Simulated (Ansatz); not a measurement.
# NbP (I4_1md) in Ansatz: further runs

One crystal, NbP, is run at these levels: PBE; tasks: single point.

Program: Ansatz 0.2.0. These are calculated values, not measurements. Logs are shortened: lines on timing, memory, paths and dates and some standing lists are left out, and cuts for length are marked.

**1. Starting point**

It takes space group I4_1md (No. 109, tetragonal). Conventional cell: a = 3.350 Å, b = 3.350 Å, c = 11.480 Å, α = 90.00°, β = 90.00°, γ = 90.00°. Nb (site symmetry 2mm) is surrounded by 6 P at 2.55 Å. P (site symmetry 2mm) has 6 Nb at 2.55 Å as nearest neighbours.

The cell is a database's computed one.

**2. Single point, PBE**

input.yaml reads:

```yaml
crystal:
  lattice:
    - [-1.6749232544, 1.6749232544, 5.7401081759]
    - [1.6749232544, -1.6749232544, 5.7401081759]
    - [1.6749232544, 1.6749232544, -5.7401081759]
  atoms:
    - { symbol: Nb, position: [0.2498808, 0.7498808, 0.5] }
    - { symbol: Nb, position: [0.4998808, 0.4998808, 0.0] }
    - { symbol: P, position: [0.83274777, 0.33274777, 0.5] }
    - { symbol: P, position: [0.08274777, 0.08274777, 0.0] }
hamiltonian:
  xc: pbe
  pseudopotentials: { kind: paw }
kpoints:
  mp_grid: { grid: [11, 11, 11] }
scf:
  occupations: { method: gaussian, width: 0.02 }
output:
  forces: true
  stress: true
  eigenvalues: true
```

Potentials or basis: Ansatz PAW.

Command:

```sh
ansatz run input.yaml --threads 2 --pin off --max-ram 5632MiB --backend cpu --events-out ev --progress --plain --runs-dir out
```

Output:

```text
Warning: RAYON_NUM_THREADS=2 ignored (pool sized by the plan → 2); use --threads N
basis.fft_grid_basis auto: the FFT boxes are laid along the combinations [[1, 0, 1], [0, 1, 1], [0, 0, 1]] of the cell's own vectors, 3.350, 3.350 and 6.210 Å long. The dense box has 24×24×45 points. Along the cell's own vectors, as sized, it would have 45×45×45, 3.52 times as many. Of the 8 symmetry operations that the crystal satisfies within crystal.symmetry.tolerance (time reversal apart; of a slab, those that keep its plane) the dense box along the cell's own vectors carries 8, and the one as laid loses 6 of those. basis.fft_grid_basis: typed keeps the cell's own vectors: state it where this run's energies or levels are differenced outside the engine with another run's, or held beside a run that keeps those vectors.
Engine: ansatz 0.2.0, x86_64-unknown-linux-gnu
Pseudopotentials: kind: paw
Pseudopotential: Nb, paw, valence charge 13, recommended cutoff 420 eV (normal), Nb.paw.azcp
Pseudopotential: P, paw, valence charge 5, recommended cutoff 420 eV (normal), P.paw.azcp
Functional definition: PBE
  parameter kappa = 0.804
  parameter beta = 0.06672455060314922
  exchange = pbe_x(kappa = kappa, mu = beta*pi^2/3)
  correlation = pbe_c(beta = beta)
Crystal: 4 atoms, lattice volume = 64.412 Å³
Basis set: ecut = 420 eV, 1231 PW (Γ), FFT grids on a1+a3, a2+a3, a3, exchange–correlation on 48×48×90 points (8 copies of the dense FFT grid, shifted against one another)
Bands: 22, of which v1, the nominal top of the filled ones, is band 18 counted from 1 (17 counted from 0)
Symmetry: 8 space group operations
Space group: I41md (ITA 109), of the structure as read, at distance tolerance 4.0e-5 Å
k-points: 126 of 1331 (time reversal used)
Non-local potential: Nb, projectors of the file, l = 0: 3, l = 1: 2, l = 2: 2, l = 3: 1
Non-local potential: P, projectors of the file, l = 0: 2, l = 1: 2, l = 2: 2
PAW form: soft (Blöchl's): semilocal exchange-correlation on the pseudo side does not see the compensation charge
PAW one-centre angular grid: Nb, 590 points (default); XC on 64 Gauss nodes
PAW one-centre angular grid: P, 110 points (default); XC on 64 Gauss nodes
Initial density: superposition of atomic densities (neutral atoms: chi_scale 0, normalization atom), corrected by the library's trained network
Initial wavefunctions: pseudopotential atomic-orbital guess
Functional: x = pbe(κ = 0.804, μ = 0.2195149727645171), c = pbe(β = 0.06672455060314922)
SCF iter   1: F=—  HF=-10620.065933 eV  |F-HF|=—  |Δ(HF+E_count)|=         —  Δρ=8.14e-3  dr2=3.09e-2  ethr=1.77e-3  ⟨swp⟩=6.2  Hψ=14323  notcnv=0
preconditioner: auto → Kerker (q_TF=auto, 2.476 Å⁻¹)  [metal: Δε(μ)=0.007 eV  Ē_g=6.515 eV  σ=0.020 eV  W_gap=0.18  n_scr=12 (ndim 8)  ℏωp=20.7 eV  f_vac=0.000  D(μ)=0.94/eV (n_scr^D=2)]
SCF iter   2: F=—  HF=-10620.064510 eV  |F-HF|=—  |Δ(HF+E_count)|=   1.42e-3  Δρ=4.52e-3  dr2=8.27e-3  ethr=8.57e-5  ⟨swp⟩=2.0  Hψ=4282  notcnv=0
SCF iter   3: F=—  HF=-10620.065014 eV  |F-HF|=—  |Δ(HF+E_count)|=   5.03e-4  Δρ=7.21e-4  dr2=2.72e-4  ethr=2.30e-5  ⟨swp⟩=2.1  Hψ=4236  notcnv=0
SCF iter   4: F=—  HF=-10620.065019 eV  |F-HF|=—  |Δ(HF+E_count)|=   5.03e-6  Δρ=1.16e-4  dr2=8.42e-6  ethr=7.57e-7  ⟨swp⟩=2.6  Hψ=4674  notcnv=0
SCF iter   5: F=—  HF=-10620.065021 eV  |F-HF|=—  |Δ(HF+E_count)|=   2.57e-6  Δρ=2.18e-5  dr2=3.13e-7  ethr=2.34e-8  ⟨swp⟩=2.4  Hψ=4206  notcnv=0
SCF iter   6: F=-10620.065021 eV  HF=-10620.065021 eV  |F-HF|=3.41e-9  |Δ(HF+E_count)|=   2.30e-8  Δρ=5.46e-6  dr2=1.72e-8  ethr=2.78e-10  ⟨swp⟩=4.7  Hψ=10475  notcnv=0
SCF 1 converged in 6 iterations: F = -10620.065021 eV  dr2 = 1.72e-8
SCF converged after 6 iterations
Free energy (F): -10620.065021 eV
Harris-Foulkes:  -10620.065021 eV  (|F-HF|=3.41e-9)
Internal energy: -10620.064806 eV  (E = F + TS)
E sigma→0 (E₀):  -10620.064914 eV
Entropy (-TS):   -0.000215 eV (-0.054 meV/atom)
Fermi energy:    14.847422 eV
--- Per-component energies (eV) ---
  E_band       = -147.503483
  E_kinetic    = 933.286707
  E_local      = -1727.506700  (includes V_loc(G=0)·N_el)
  E_nonlocal   = 304.728777
  E_hartree    = 561.371805
  E_xc         = -477.273155
  E_vxc        = -551.840887  (∫ρ·V_xc dr)
  E_paw        = -7284.818666  (= ΣΔE_a)
  E_vpaw       = -228.912572  (= ΣTr[D̂ρ^β])
  E_aug_tail   = 0.000022  (compensation charges beyond the density's cutoff)
  E_ewald      = -2929.853596
  E_smearing   = -0.000215  (= −TS)
  E_closure    = 0.000000  (closes the sum)
  Σ components = -10620.065021   (vs F -10620.065021, Δ=0.00e0)
--- Forces (eV/Å), atoms counted from 1 ---
  atom   1  Nb     0.00000000    -0.00000000     0.01973256
  atom   2  Nb    -0.00000000    -0.00000000     0.01973256
  atom   3  P      0.00000000     0.00000000    -0.01973004
  atom   4  P     -0.00000000     0.00000000    -0.01973004
  max |Σ_I F_I| component: 5.03e-6 eV/Å
--- Stress (GPa, compression-positive) ---
       -0.928672       0.000000      -0.000000
        0.000000      -0.928672      -0.000000
       -0.000000       0.000000      -1.381848
  P = ⅓ Tr σ = -1.0797 GPa (-10.797 kbar)
--- Band table (eV; the first three rows and the last of 126) ---
  k-point 0: bands = ["-40.0727", "-40.0361", "-16.3453", "-16.1458", "-16.1458", "-16.0034", "-16.0034", "-15.9652", "2.1427", "4.5376", "8.6993", "11.8362", "12.6222", "12.6222", "12.7295", "13.1450", "13.4987", "13.4987", "15.6857", "16.4477", "17.4961", "17.9836"]
  k-point 1: bands = ["-40.0693", "-40.0342", "-16.3342", "-16.1683", "-16.1626", "-16.0264", "-16.0200", "-15.9624", "2.3634", "4.6076", "8.8217", "11.5035", "12.4419", "12.4766", "12.5395", "12.9720", "13.5880", "13.7239", "15.3657", "15.9518", "17.5329", "17.5361"]
  k-point 2: bands = ["-40.0598", "-40.0292", "-16.3090", "-16.2255", "-16.2014", "-16.0788", "-16.0628", "-15.9649", "2.9579", "4.7463", "9.2500", "10.7170", "11.4200", "11.9690", "12.0908", "13.1338", "14.0074", "14.1066", "15.1102", "15.3121", "17.0194", "17.8721"]
  k-point 125: bands = ["-40.0535", "-40.0528", "-16.1916", "-16.1572", "-16.1516", "-16.1407", "-16.0127", "-15.9933", "3.1936", "3.2167", "10.7232", "10.8720", "11.7471", "12.0471", "12.1875", "12.6572", "13.9007", "14.4469", "15.7300", "16.5264", "16.8654", "17.1963"]
```

Wall time 3.9 s (2 threads of Intel Xeon 6975P-C (Granite Rapids), shared host); peak memory 0.51 GiB.

Results:

| Item | Value |
| --- | --- |
| Free energy | -10620.0650 eV |
| Pressure | -1.1 GPa |
| Largest force | 0.020 eV/Å |
| Band gap on the k mesh | none (metal or under the smearing width) |

Forces on the atoms (eV/Å):
```
Nb   0.000  0.000  0.020
Nb   0.000  0.000  0.020
P    0.000  0.000 -0.020
P    0.000  0.000 -0.020
```

**3. Single point, PBE**

Changes to input.yaml since step 2:

```diff
@@ -16,3 +16,3 @@
 scf:
-  occupations: { method: gaussian, width: 0.02 }
+  occupations: { method: gaussian, width: 0.021 }
 output:
```

Potentials or basis: Ansatz PAW.

Command:

```sh
ansatz run input.yaml --threads 2 --pin off --max-ram 5632MiB --backend cpu --events-out ev --progress --plain --runs-dir out
```

It took 4 s on 2 threads of Intel Xeon 6975P-C (Granite Rapids), shared host; peak memory 0.51 GiB.

It converged, with:

| Quantity | Value |
| --- | --- |
| Free energy | -10620.0650 eV |
| Pressure | -1.1 GPa |
| Largest force | 0.020 eV/Å |
| Band gap on the k mesh | none (metal or under the smearing width) |

Forces in eV/Å, atoms in the order of the input:
```
Nb   0.000  0.000  0.020
Nb   0.000  0.000  0.020
P    0.000  0.000 -0.020
P    0.000  0.000 -0.020
```

Stress tensor (GPa, compression positive):
```
-0.93  0.00  0.00
 0.00 -0.93  0.00
 0.00  0.00 -1.38
```

Levels at points of the mesh, in eV from the Fermi level:
| k point | band 15 | band 16 | band 17 | band 18 | band 19 | band 20 | band 21 | band 22 |
| --- | --- | --- | --- | --- | --- | --- | --- | --- |
| (0.00, 0.00, 0.00) | -2.12 | -1.70 | -1.35 | -1.35 | 0.84 | 1.60 | 2.65 | 3.14 |

**4. Single point, PBE**

Changes to input.yaml since step 3:

```diff
@@ -16,3 +16,3 @@
 scf:
-  occupations: { method: gaussian, width: 0.021 }
+  occupations: { method: gaussian, width: 0.022 }
 output:
@@ -21 +21,5 @@
   eigenvalues: true
+  write_density: true
+  write_potential: true
+  elf: true
+  volumetric_format: npy
```

Potentials or basis: Ansatz PAW.

Command:

```sh
ansatz run input.yaml --threads 2 --pin off --max-ram 5632MiB --backend cpu --events-out ev --progress --plain --runs-dir out
```

Output:

```text
Warning: RAYON_NUM_THREADS=2 ignored (pool sized by the plan → 2); use --threads N
basis.fft_grid_basis auto: the FFT boxes are laid along the combinations [[1, -1, 0], [0, 1, 0], [1, 0, 1]] of the cell's own vectors, 4.737, 6.210 and 3.350 Å long. The dense box has 32×45×24 points. Along the cell's own vectors, as sized, it would have 45×45×45, 2.64 times as many. Of the 8 symmetry operations that the crystal satisfies within crystal.symmetry.tolerance (time reversal apart; of a slab, those that keep its plane) the dense box along the cell's own vectors carries 8, and the one as laid loses 7 of those. basis.fft_grid_basis: typed keeps the cell's own vectors: state it where this run's energies or levels are differenced outside the engine with another run's, or held beside a run that keeps those vectors. Those combinations have planes normal to reciprocal vector 3, as the cell's own vectors have. Each planar average written beside output.write_density, output.write_potential has a row for each plane of the box: 24. The volumetric files lie along those combinations, not along the cell's own vectors: a cube or XSF file states them, and fields.json those of NumPy files.
[... 3 set-up lines as earlier in the session ...]
[... 61 lines left out ...]
  P = ⅓ Tr σ = -1.0801 GPa (-10.801 kbar)
--- Band table (eV; the first three rows and the last of 126) ---
  k-point 0: bands = ["-40.0727", "-40.0361", "-16.3453", "-16.1458", "-16.1458", "-16.0033", "-16.0033", "-15.9652", "2.1427", "4.5376", "8.6993", "11.8362", "12.6222", "12.6222", "12.7296", "13.1450", "13.4987", "13.4987", "15.6857", "16.4477", "17.4961", "17.9836"]
  k-point 1: bands = ["-40.0692", "-40.0342", "-16.3342", "-16.1683", "-16.1626", "-16.0264", "-16.0200", "-15.9624", "2.3634", "4.6076", "8.8217", "11.5035", "12.4419", "12.4766", "12.5395", "12.9720", "13.5880", "13.7239", "15.3657", "15.9519", "17.5329", "17.5361"]
  k-point 2: bands = ["-40.0598", "-40.0292", "-16.3089", "-16.2255", "-16.2013", "-16.0788", "-16.0628", "-15.9648", "2.9579", "4.7463", "9.2500", "10.7170", "11.4199", "11.9690", "12.0908", "13.1338", "14.0074", "14.1067", "15.1102", "15.3121", "17.0194", "17.8721"]
  k-point 125: bands = ["-40.0534", "-40.0527", "-16.1916", "-16.1572", "-16.1516", "-16.1407", "-16.0126", "-15.9933", "3.1936", "3.2167", "10.7232", "10.8720", "11.7471", "12.0471", "12.1875", "12.6572", "13.9007", "14.4468", "15.7301", "16.5264", "16.8654", "17.1963"]
```

rho_z.tsv:

```text
# z_ang	rho[e/angstrom^3]
# format = ansatz-planar-average/11
# lattice	-1.674923254	1.674923254	5.740108176
# lattice	1.674923254	-1.674923254	5.740108176
# lattice	1.674923254	1.674923254	-5.740108176
# sites	4
# site	41	1.674923254	0.000000000	2.868685646
# site	41	0.000000000	0.000000000	5.738739734
# site	15	0.000000000	1.674923254	3.820016390
# site	15	0.000000000	0.000000000	0.949962302
0.000000	5.789295e-1
0.258735	5.772809e-1
0.517470	5.717372e-1
0.776204	5.617134e-1
1.034939	5.488742e-1
1.293674	5.376999e-1
[... 16 lines left out ...]
5.692166	5.717372e-1
5.950901	5.772809e-1
```

Wall time 5.5 s (2 threads of Intel Xeon 6975P-C (Granite Rapids), shared host); peak memory 0.53 GiB.

Results:

```yaml
Free_energy: -10620.0650 eV
Pressure: -1.1 GPa
Largest_force: 0.020 eV/Å
Band_gap_on_the_k_mesh: none (metal or under the smearing width)
```

Forces in eV/Å, atoms in the order of the input:
```
Nb   0.000  0.000  0.020
Nb   0.000  0.000  0.020
P    0.000  0.000 -0.020
P    0.000  0.000 -0.020
```

Stress tensor (GPa, compression positive):
```
-0.93  0.00  0.00
 0.00 -0.93  0.00
 0.00  0.00 -1.38
```

**5. Single point, PBE**

Changes to input.yaml since step 4:

```diff
@@ -16,3 +16,3 @@
 scf:
-  occupations: { method: gaussian, width: 0.022 }
+  occupations: { method: gaussian, width: 0.023 }
 output:
```

Potentials or basis: Ansatz PAW.

Command:

```sh
ansatz run input.yaml --threads 2 --pin off --max-ram 5632MiB --backend cpu --events-out ev --progress --plain --runs-dir out
```

Output:

```text
Warning: RAYON_NUM_THREADS=2 ignored (pool sized by the plan → 2); use --threads N
basis.fft_grid_basis auto: the FFT boxes are laid along the combinations [[1, -1, 0], [0, 1, 0], [1, 0, 1]] of the cell's own vectors, 4.737, 6.210 and 3.350 Å long. The dense box has 32×45×24 points. Along the cell's own vectors, as sized, it would have 45×45×45, 2.64 times as many. Of the 8 symmetry operations that the crystal satisfies within crystal.symmetry.tolerance (time reversal apart; of a slab, those that keep its plane) the dense box along the cell's own vectors carries 8, and the one as laid loses 7 of those. basis.fft_grid_basis: typed keeps the cell's own vectors: state it where this run's energies or levels are differenced outside the engine with another run's, or held beside a run that keeps those vectors. Those combinations have planes normal to reciprocal vector 3, as the cell's own vectors have. Each planar average written beside output.write_density, output.write_potential has a row for each plane of the box: 24. The volumetric files lie along those combinations, not along the cell's own vectors: a cube or XSF file states them, and fields.json those of NumPy files.
[... 9 set-up lines as earlier in the session ...]
Crystal: 4 atoms, lattice volume = 64.412 Å³
Basis set: ecut = 420 eV, 1231 PW (Γ), FFT grids on a1−a2, a2, a1+a3, exchange–correlation on 64×90×48 points (8 copies of the dense FFT grid, shifted against one another)
Bands: 22, of which v1, the nominal top of the filled ones, is band 18 counted from 1 (17 counted from 0)
[... 2 set-up lines as earlier in the session ...]
k-points: 126 of 1331 (time reversal used)
[... 8 set-up lines as earlier in the session ...]
SCF iter   1: F=—  HF=-10620.065959 eV  |F-HF|=—  |Δ(HF+E_count)|=         —  Δρ=8.14e-3  dr2=3.09e-2  ethr=1.77e-3  ⟨swp⟩=6.1  Hψ=14301  notcnv=0
preconditioner: auto → Kerker (q_TF=auto, 2.476 Å⁻¹)  [metal: Δε(μ)=0.007 eV  Ē_g=6.515 eV  σ=0.023 eV  W_gap=0.16  n_scr=12 (ndim 8)  ℏωp=20.7 eV  f_vac=0.000  D(μ)=0.91/eV (n_scr^D=2)]
SCF iter   2: F=—  HF=-10620.064549 eV  |F-HF|=—  |Δ(HF+E_count)|=   1.41e-3  Δρ=4.52e-3  dr2=8.27e-3  ethr=8.58e-5  ⟨swp⟩=2.0  Hψ=4282  notcnv=0
SCF iter   3: F=—  HF=-10620.065053 eV  |F-HF|=—  |Δ(HF+E_count)|=   5.04e-4  Δρ=7.21e-4  dr2=2.72e-4  ethr=2.30e-5  ⟨swp⟩=2.1  Hψ=4236  notcnv=0
SCF iter   4: F=—  HF=-10620.065058 eV  |F-HF|=—  |Δ(HF+E_count)|=   5.08e-6  Δρ=1.16e-4  dr2=8.43e-6  ethr=7.56e-7  ⟨swp⟩=2.6  Hψ=4692  notcnv=0
SCF iter   5: F=—  HF=-10620.065055 eV  |F-HF|=—  |Δ(HF+E_count)|=   2.95e-6  Δρ=2.20e-5  dr2=3.19e-7  ethr=2.34e-8  ⟨swp⟩=2.5  Hψ=4184  notcnv=0
SCF iter   6: F=-10620.065055 eV  HF=-10620.065055 eV  |F-HF|=3.41e-9  |Δ(HF+E_count)|=   2.01e-8  Δρ=5.57e-6  dr2=1.81e-8  ethr=2.78e-10  ⟨swp⟩=8.6  Hψ=17593  notcnv=0
SCF 1 converged in 6 iterations: F = -10620.065055 eV  dr2 = 1.81e-8
SCF converged after 6 iterations
Free energy (F): -10620.065055 eV
Harris-Foulkes:  -10620.065055 eV  (|F-HF|=3.41e-9)
Internal energy: -10620.064789 eV  (E = F + TS)
E sigma→0 (E₀):  -10620.064922 eV
Entropy (-TS):   -0.000266 eV (-0.066 meV/atom)
Fermi energy:    14.848582 eV
--- Per-component energies (eV) ---
  E_band       = -147.502765
  E_kinetic    = 933.286798
  E_local      = -1727.507621  (includes V_loc(G=0)·N_el)
  E_nonlocal   = 304.728864
  E_hartree    = 561.372564
  E_xc         = -477.273089
  E_vxc        = -551.840816  (∫ρ·V_xc dr)
  E_paw        = -7284.818730  (= ΣΔE_a)
  E_vpaw       = -228.912651  (= ΣTr[D̂ρ^β])
  E_aug_tail   = 0.000022  (compensation charges beyond the density's cutoff)
  E_ewald      = -2929.853596
  E_smearing   = -0.000266  (= −TS)
  E_closure    = 0.000000  (closes the sum)
  Σ components = -10620.065055   (vs F -10620.065055, Δ=0.00e0)
--- Forces (eV/Å), atoms counted from 1 ---
  atom   1  Nb     0.00000000     0.00000000     0.01970686
  atom   2  Nb    -0.00000000     0.00000000     0.01970686
  atom   3  P      0.00000000     0.00000000    -0.01970424
  atom   4  P     -0.00000000     0.00000000    -0.01970424
  max |Σ_I F_I| component: 5.23e-6 eV/Å
--- Stress (GPa, compression-positive) ---
       -0.929520       0.000000      -0.000000
        0.000000      -0.929520      -0.000000
       -0.000000      -0.000000      -1.381551
  P = ⅓ Tr σ = -1.0802 GPa (-10.802 kbar)
--- Band table (eV; the first three rows and the last of 126) ---
  k-point 0: bands = ["-40.0727", "-40.0361", "-16.3453", "-16.1458", "-16.1458", "-16.0033", "-16.0033", "-15.9652", "2.1427", "4.5376", "8.6993", "11.8362", "12.6222", "12.6222", "12.7296", "13.1450", "13.4987", "13.4987", "15.6857", "16.4477", "17.4961", "17.9836"]
  k-point 1: bands = ["-40.0692", "-40.0341", "-16.3341", "-16.1683", "-16.1626", "-16.0264", "-16.0200", "-15.9624", "2.3634", "4.6075", "8.8217", "11.5035", "12.4419", "12.4766", "12.5395", "12.9720", "13.5880", "13.7239", "15.3658", "15.9519", "17.5329", "17.5361"]
  k-point 2: bands = ["-40.0598", "-40.0292", "-16.3089", "-16.2255", "-16.2013", "-16.0788", "-16.0627", "-15.9648", "2.9579", "4.7463", "9.2500", "10.7170", "11.4199", "11.9690", "12.0908", "13.1338", "14.0074", "14.1067", "15.1102", "15.3121", "17.0194", "17.8721"]
  k-point 125: bands = ["-40.0534", "-40.0527", "-16.1915", "-16.1572", "-16.1516", "-16.1407", "-16.0126", "-15.9932", "3.1936", "3.2167", "10.7232", "10.8720", "11.7471", "12.0471", "12.1875", "12.6572", "13.9007", "14.4468", "15.7301", "16.5265", "16.8654", "17.1963"]
```

v_z.tsv:

```text
# z_ang	v_es[eV]	v_tot[eV]
# format = ansatz-planar-average/11
# xc	pbe
# density_cutoff_ev	1680
# datasets	Nb=:simpson_from_first_knot:soft	P=:simpson_from_first_knot:soft
# lattice	-1.674923254	1.674923254	5.740108176
# lattice	1.674923254	-1.674923254	5.740108176
# lattice	1.674923254	1.674923254	-5.740108176
# sites	4
# site	41	1.674923254	0.000000000	2.868685646
# site	41	0.000000000	0.000000000	5.738739734
# site	15	0.000000000	1.674923254	3.820016390
# site	15	0.000000000	0.000000000	0.949962302
0.000000	4.219285e0	-7.797905e0
0.258735	4.313755e0	-7.691124e0
0.517470	4.573095e0	-7.403775e0
0.776204	4.929311e0	-7.021615e0
1.034939	5.281300e0	-6.656339e0
1.293674	5.532545e0	-6.402398e0
[... 16 lines left out ...]
5.692166	4.573095e0	-7.403775e0
5.950901	4.313755e0	-7.691124e0
```

It took 5.5 s on 2 threads of Intel Xeon 6975P-C (Granite Rapids), shared host; peak memory 0.54 GiB.

What came out:

- Free energy: -10620.0651 eV
- Pressure: -1.1 GPa
- Largest force: 0.020 eV/Å
- Band gap on the k mesh: none (metal or under the smearing width)

Forces in eV/Å, atoms in the order of the input:
```
Nb   0.000  0.000  0.020
Nb   0.000  0.000  0.020
P    0.000  0.000 -0.020
P    0.000  0.000 -0.020
```

**6. Summary**

```tsv
smearing	gap on the mesh (eV)	pressure (GPa)	largest force (eV/Å)
gaussian 0.02 eV	none	-1.1	0.02
gaussian 0.021 eV	none	-1.1	0.02
gaussian 0.022 eV	none	-1.1	0.02
gaussian 0.023 eV	none	-1.1	0.02
```

Alike in all rows: task single point; level PBE; potentials or basis Ansatz PAW; no spin polarisation; cell as given; k mesh 11 × 11 × 11; cutoff (eV) 420.

Every run on the cell as given and a fine mesh finds a metal.

Total energies depend on the potentials used, so only differences within one code and one set of settings carry meaning.
